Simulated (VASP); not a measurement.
# Re (P6_3/mmc) in VASP: elastic constants with PBE

Aim: the elastic constants of Re with PBE.

Program: VASP 6.6.1. These are calculated values, not measurements. Logs are shortened: lines on timing, memory, paths and dates and some standing lists are left out, and cuts for length are marked.

**1. The crystal as given**

It takes space group P6_3/mmc (No. 194, hexagonal). The conventional cell has a = 2.761 Å, b = 2.761 Å, c = 4.456 Å, α = 90.00°, β = 90.00°, γ = 120.00°. Re (site symmetry -6m2) is surrounded by 12 Re at 2.74 to 2.76 Å.

**2. Elastic constants, PBE**

File POSCAR:

```
Re
1.0
    2.7610000000      0.0000000000      0.0000000000
   -1.3805000000      2.3910961400      0.0000000000
    0.0000000000      0.0000000000      4.4560000000
Re
2
Direct
    0.3333333300      0.6666666700      0.2500000000
    0.6666666700      0.3333333300      0.7500000000
```

File INCAR.step1:

```
SYSTEM = Re
PREC     = Accurate       ! precision mode
ENCUT    = 600            ! plane-wave cutoff, eV
EDIFF    = 1E-8           ! SCF threshold, eV
ISMEAR   = 0              ! smearing method
SIGMA    = 0.1            ! smearing width, eV
LREAL    = .False.        ! projectors in reciprocal space
LASPH    = .True.         ! aspherical terms in the spheres
NELM     = 80             ! most SCF steps
ALGO     = Normal         ! electronic algorithm
ISIF     = 3              ! what is computed and relaxed
LWAVE    = .False.        ! write WAVECAR
LCHARG   = .False.        ! write CHGCAR
GGA      = PE             ! functional
IBRION   = 2              ! ionic algorithm
NSW      = 40             ! ionic steps
EDIFFG   = -0.002         ! ionic threshold
```

File INCAR.step2:

```
SYSTEM = Re
PREC     = Accurate       ! precision mode
ENCUT    = 600            ! plane-wave cutoff, eV
EDIFF    = 1E-8           ! SCF threshold, eV
ISMEAR   = 0              ! smearing method
SIGMA    = 0.1            ! smearing width, eV
LREAL    = .False.        ! projectors in reciprocal space
LASPH    = .True.         ! aspherical terms in the spheres
NELM     = 80             ! most SCF steps
ALGO     = Normal         ! electronic algorithm
ISIF     = 3              ! what is computed and relaxed
LWAVE    = .False.        ! write WAVECAR
LCHARG   = .False.        ! write CHGCAR
GGA      = PE             ! functional
IBRION   = 6              ! ionic algorithm
NFREE    = 2            
POTIM    = 0.015          ! step
NSW      = 1              ! ionic steps
```

File KPOINTS:

```
Automatic mesh
0
Gamma
  18 18 10
  0 0 0
```

Potentials or basis: VASP PAW PBE potentials, release 64 (Re).

Command:

```
$ cat potpaw_PBE.64/Re/POTCAR > POTCAR
$ cp INCAR.step1 INCAR
$ mpirun -np 1 vasp_std > vasp.out
$ cp CONTCAR POSCAR
$ cp INCAR.step2 INCAR
$ mpirun -np 1 vasp_std > vasp.out
```

OUTCAR:

```text
SYSTEM = Re
   PREC = Accurate
   ENCUT = 600
   EDIFF = 1E-8
   ISMEAR = 0
   LREAL = .False.
   LASPH = .True.
   NELM = 80
   ISIF = 3
   GGA = PE
   IBRION = 6
   NFREE = 2
   POTIM = 0.015
   NSW = 1

 ion  position               nearest neighbor table
   1  0.333  0.667  0.250-   2 2.75   2 2.75   2 2.75   2 2.75   2 2.75   2 2.75
   2  0.667  0.333  0.750-   1 2.75   1 2.75   1 2.75   1 2.75   1 2.75   1 2.75

  LATTYP: Found a hexagonal cell.
 ALAT       =     2.7740451730
 C/A-ratio  =     1.6154549886

  Lattice vectors:

 A1 = (   2.7740451730,   0.0000000000,   0.0000000000)
 A2 = (  -1.3870225865,   2.4023935912,   0.0000000000)
 A3 = (   0.0000000000,   0.0000000000,   4.4813451132)

Analysis of symmetry for initial positions (statically):
=====================================================================
 Subroutine PRICEL returns:
 Original cell was already a primitive cell.

 Routine SETGRP: Setting up the symmetry group for a
 hexagonal supercell.

 Subroutine GETGRP returns: Found 24 space group operations
 (whereof 12 operations were pure point group operations)
 out of a pool of 24 trial point group operations.

The static configuration has the point symmetry D_3d.
 The point group associated with its full space group is D_6h.

Analysis of symmetry for dynamics (positions and initial velocities):
=====================================================================
 Subroutine PRICEL returns:
 Original cell was already a primitive cell.

 Routine SETGRP: Setting up the symmetry group for a
 hexagonal supercell.

 Subroutine GETGRP returns: Found 24 space group operations
 (whereof 12 operations were pure point group operations)
 out of a pool of 24 trial point group operations.

The dynamic configuration has the point symmetry D_3d.
 The point group associated with its full space group is D_6h.

 Subroutine INISYM returns: Found 24 space group operations
 (whereof 12 operations are pure point group operations),
 and found     1 'primitive' translations

----------------------------------------------------------------------------------------

                                     Primitive cell

  volume of cell :      29.8652

  direct lattice vectors                    reciprocal lattice vectors
     2.774045173  0.000000000  0.000000000     0.360484396  0.208125763  0.000000000
    -1.387022586  2.402393591  0.000000000     0.000000000  0.416251527  0.000000000
     0.000000000  0.000000000  4.481345113     0.000000000  0.000000000  0.223147286

  length of vectors
     2.774045173  2.774045173  4.481345113     0.416251527  0.416251527  0.223147286

  position of ions in fractional coordinates (direct lattice)
     0.333333330  0.666666670  0.250000000
     0.666666670  0.333333330  0.750000000

  ion indices of the primitive-cell ions
   primitive index   ion index
                 1           1
                 2           2

----------------------------------------------------------------------------------------

 KPOINTS: Automatic mesh

Automatic generation of k-mesh.
 Grid dimensions read from file:
 generate k-points for:   18   18   10

 Generating k-lattice:

  Cartesian coordinates                     Fractional coordinates (reciprocal lattice)
     0.020026911  0.011562542  0.000000000     0.055555556 -0.000000000  0.000000000
     0.000000000  0.023125085  0.000000000     0.000000000  0.055555556  0.000000000
     0.000000000  0.000000000  0.022314729     0.000000000  0.000000000  0.100000000
[... 106 lines left out ...]
  free energy    TOTEN  =       -24.85676719 eV

  energy without entropy =      -24.84837626  energy(sigma->0) =      -24.85257173

------------------------ aborting loop because EDIFF is reached ----------------------------------------

  FORCE on cell =-STRESS in cart. coord.  units (eV):
  Direction    XX          YY          ZZ          XY          YZ          ZX
  --------------------------------------------------------------------------------------
  -------------------------------------------------------------------------------------
  Total        0.0052116      0.0052116      0.0050668     -0.0000000     -0.0000000      0.0000000
  in kB        0.2795865      0.2795865      0.2718204     -0.0000000     -0.0000000      0.0000000
  external PRESSURE =       0.2769978 kB  Pullay stress =       0.0000000 kB
[... 89 lines left out ...]
  FREE ENERGIE OF THE ION-ELECTRON SYSTEM (eV)
  ---------------------------------------------------
  free  energy   TOTEN  =       -24.8429768761 eV

  energy  without entropy=      -24.8348976628  energy(sigma->0) =      -24.83893727

[... ionic steps 4 to 14 ...]

--------------------------------------- Ionic step       15  -------------------------------------------

 number of electron      14.0000000 magnetization

------------------------ aborting loop because EDIFF is reached ----------------------------------------
[... 67 lines left out ...]
--------------------------------------- Ionic step       17  -------------------------------------------

 number of electron      14.0000000 magnetization

 Free energy of the ion-electron system (eV)
  ---------------------------------------------------
  ext. energy  EPLUGINS =         0.00000000
  ---------------------------------------------------
  free energy    TOTEN  =       -24.85653773 eV

  energy without entropy =      -24.84811016  energy(sigma->0) =      -24.85232395

 E-fermi :   7.6888     XC(G=0): -13.6490

 val. band max:        7.6874432313   @ k =  -0.1667   0.5000   0.4000
 cond. band min:       7.6981289030   @ k =   0.3889   0.0556   0.4000
 fundamental gap:      0.0106856718
 Fermi energy:         7.6887776229

 k-point     1 :       0.0000    0.0000    0.0000
  band No.  band energies     occupation
      1      -2.0604      2.00000
      2       1.1880      2.00000
      3       6.1570      2.00000
      4       6.1633      2.00000
      5       6.1633      2.00000
      6       6.9771      2.00000
      7       6.9771      2.00000
      8       7.8956      0.00345
      9       7.8956      0.00345
     10       8.2899      0.00000
     11      11.0007      0.00000
[... 309 lines left out ...]
 k-point    24 :       0.3889    0.1111    0.0000
  band No.  band energies     occupation
      1       2.2098      2.00000
      2       2.3517      2.00000
      3       2.6811      2.00000
      4       5.4332      2.00000
      5       5.6669      2.00000
      6       6.3474      2.00000
      7       7.0856      2.00000
      8      10.8379      0.00000
      9      11.4231      0.00000
     10      11.6996      0.00000
     11      13.2184      0.00000

 [... further k-points ...]

------------------------ aborting loop because EDIFF is reached ----------------------------------------

  FORCE on cell =-STRESS in cart. coord.  units (eV):
  Direction    XX          YY          ZZ          XY          YZ          ZX
  --------------------------------------------------------------------------------------
  -------------------------------------------------------------------------------------
  Total        0.0100854      0.0100854      0.0168143      0.0000000      0.0000000      0.0000000
  in kB        0.5410499      0.5410499      0.9020359      0.0000000      0.0000000      0.0000000
  external PRESSURE =       0.6613786 kB  Pullay stress =       0.0000000 kB
[... 17 lines left out ...]
  FREE ENERGIE OF THE ION-ELECTRON SYSTEM (eV)
  ---------------------------------------------------
  free  energy   TOTEN  =       -24.8565377302 eV

  energy  without entropy=      -24.8481101623  energy(sigma->0) =      -24.85232395

 INTERNAL STRAIN TENSORS FROM STRAINED CELLS
 ============================================

 INTERNAL STRAIN TENSOR FOR ION    1 for displacements in x,y,z  (eV/Angst):
          X           Y           Z          XY          YZ          ZX
  --------------------------------------------------------------------------------
  x     0.00000     0.00000    -0.00000    -2.71941     0.00000    -0.00000
  y    -2.68389     2.72147     0.00000     0.00004    -0.00010    -0.00047
  z     0.00000    -0.00000     0.00000    -0.00000     0.00020    -0.00000

 INTERNAL STRAIN TENSORS FROM DISPLACED ATOMS
 ============================================

 INTERNAL STRAIN TENSOR FOR ION    1 for displacements in x,y,z  (eV/Angst):
          X           Y           Z          XY          YZ          ZX
  --------------------------------------------------------------------------------
  x     0.00000     0.00000     0.00000    -2.71357     0.00000     0.00000
  y    -2.71357     2.71357     0.00000     0.00000     0.00000     0.00000
  z     0.00000     0.00000     0.00000     0.00000     0.00000     0.00000

 INTERNAL STRAIN TENSOR FOR ION    2 for displacements in x,y,z  (eV/Angst):
          X           Y           Z          XY          YZ          ZX
  --------------------------------------------------------------------------------
  x    -0.00000     0.00000     0.00000     2.71357     0.00000     0.00000
  y     2.71357    -2.71357     0.00000     0.00000     0.00000     0.00000
  z    -0.00000    -0.00000    -0.00000     0.00000     0.00000    -0.00000

 Eigenvectors and eigenvalues of the dynamical matrix
 ----------------------------------------------------

   1 f  =    3.395636 THz    21.335409 2PiTHz  113.266221 cm-1    14.043215 meV
             X         Y         Z           dx          dy          dz
     -0.000000  1.601596  1.120336    -0.000001    0.707107   -0.000000
      1.387023  0.800798  3.361009     0.000001   -0.707107    0.000000
[... 11 lines left out ...]
   4 f  =    0.000000 THz     0.000000 2PiTHz    0.000000 cm-1     0.000000 meV
             X         Y         Z           dx          dy          dz
     -0.000000  1.601596  1.120336     0.000000   -0.000000   -0.707107
      1.387023  0.800798  3.361009     0.000000    0.000000   -0.707107

   5 f/i=    0.000000 THz     0.000000 2PiTHz    0.000001 cm-1     0.000000 meV
             X         Y         Z           dx          dy          dz
     -0.000000  1.601596  1.120336     0.088264   -0.701576    0.000000
      1.387023  0.800798  3.361009     0.088264   -0.701576    0.000000

   6 f/i=    0.000000 THz     0.000000 2PiTHz    0.000002 cm-1     0.000000 meV
             X         Y         Z           dx          dy          dz
     -0.000000  1.601596  1.120336     0.701576    0.088264   -0.000000
      1.387023  0.800798  3.361009     0.701576    0.088264    0.000000

--------------------------------------------------------------------------------------------------------

 ELASTIC MODULI CONTR FROM IONIC RELAXATION (kBar)
 Direction    XX          YY          ZZ          XY          YZ          ZX
 --------------------------------------------------------------------------------
 XX         -89.9330     89.9330      0.0000      0.0000      0.0000      0.0000
 YY          89.9330    -89.9330     -0.0000     -0.0000      0.0000     -0.0000
 ZZ           0.0000     -0.0000     -0.0000      0.0000      0.0000     -0.0000
 XY           0.0000     -0.0000      0.0000    -89.9330      0.0000      0.0000
 YZ           0.0000      0.0000      0.0000      0.0000      0.0000      0.0000
 ZX           0.0000     -0.0000     -0.0000      0.0000      0.0000     -0.0000
 --------------------------------------------------------------------------------

 TOTAL ELASTIC MODULI (kBar)
 Direction    XX          YY          ZZ          XY          YZ          ZX
 --------------------------------------------------------------------------------
 XX        6172.4422   2704.9674   2289.9529      0.0000     -0.0000      0.0000
 YY        2704.9674   6172.4422   2289.9529     -0.0000      0.0000     -0.0000
 ZZ        2289.9529   2289.9529   6704.4906      0.0000      0.0000     -0.0000
 XY           0.0000     -0.0000      0.0000   1733.7374     -0.0000      0.0000
 YZ          -0.0000      0.0000      0.0000     -0.0000   1587.9551      0.0000
 ZX           0.0000     -0.0000     -0.0000      0.0000      0.0000   1587.9550
 --------------------------------------------------------------------------------
```

Wall time 53 min (1 thread of Intel Xeon Platinum 8259CL at 2.50GHz (Skylake/Cascade Lake), shared host); peak memory 0.77 GiB.

What came out:

```yaml
Relaxed_volume: 14.93 Å³/atom
Relaxed_cell: a = 2.774 Å, b = 2.774 Å, c = 4.481 Å, α = 90.00°, β = 90.00°, γ = 120.00°
Space_group_after_relaxing_to_0.05_Å: P6_3/mmc (No. 194)
Voigt_bulk_modulus: 374 GPa
Highest_phonon_frequency_at_Γ: 113 cm⁻¹
```

Step by step:
| step | energy change (eV) | largest force (eV/Å) | pressure (GPa) | volume (Å³) |
| --- | --- | --- | --- | --- |
| 1 | 0.0000 | 0.0000 | 5.85 | 29.42 |
| 2 | 0.1177 | 0.0000 | -19.99 | 31.77 |
| 3 | -0.0080 | 0.0000 | -0.15 | 29.88 |
| 4 | -0.0081 | 0.0000 | -0.01 | 29.87 |
| 5 | -0.0081 | 0.0000 | 0.11 | 29.86 |
| 6 | -0.0081 | 0.0000 | 0.11 | 29.86 |
| 7 | -0.0081 | 0.0000 | 0.11 | 29.86 |
| 8 | -0.0080 | 0.0000 | -0.31 | 29.89 |
| 9 | -0.0081 | 0.0000 | 0.02 | 29.87 |

Final structure:
```cif
data_structure
_symmetry_space_group_name_H-M 'P 1'
_symmetry_Int_Tables_number 1
_cell_length_a 2.7740
_cell_length_b 2.7740
_cell_length_c 4.4813
_cell_angle_alpha 90.000
_cell_angle_beta 90.000
_cell_angle_gamma 120.000
_cell_volume 29.87
loop_
_atom_site_label
_atom_site_type_symbol
_atom_site_fract_x
_atom_site_fract_y
_atom_site_fract_z
_atom_site_occupancy
Re1 Re 0.33333 0.66667 0.25000 1
Re2 Re 0.66667 0.33333 0.75000 1
```

Phonon frequencies in cm⁻¹ (negative: imaginary):
| q point | frequencies |
| --- | --- |
| (0.000, 0.000, 0.000) | 0 0 0 77 113 113 |

Elastic tensor in Voigt notation (GPa, in the Cartesian axes of the cell as first typed):
```
617 270 229   0   0   0
270 617 229   0   0   0
229 229 670   0   0   0
  0   0   0 159   0   0
  0   0   0   0 159   0
  0   0   0   0   0 173
```

Clamped-ion elastic tensor (GPa):
```
626 262 229   0   0   0
262 626 229   0   0   0
229 229 670   0   0   0
  0   0   0 159   0   0
  0   0   0   0 159   0
  0   0   0   0   0 182
```

Spin-orbit coupling is left out, which matters for the levels of Re.
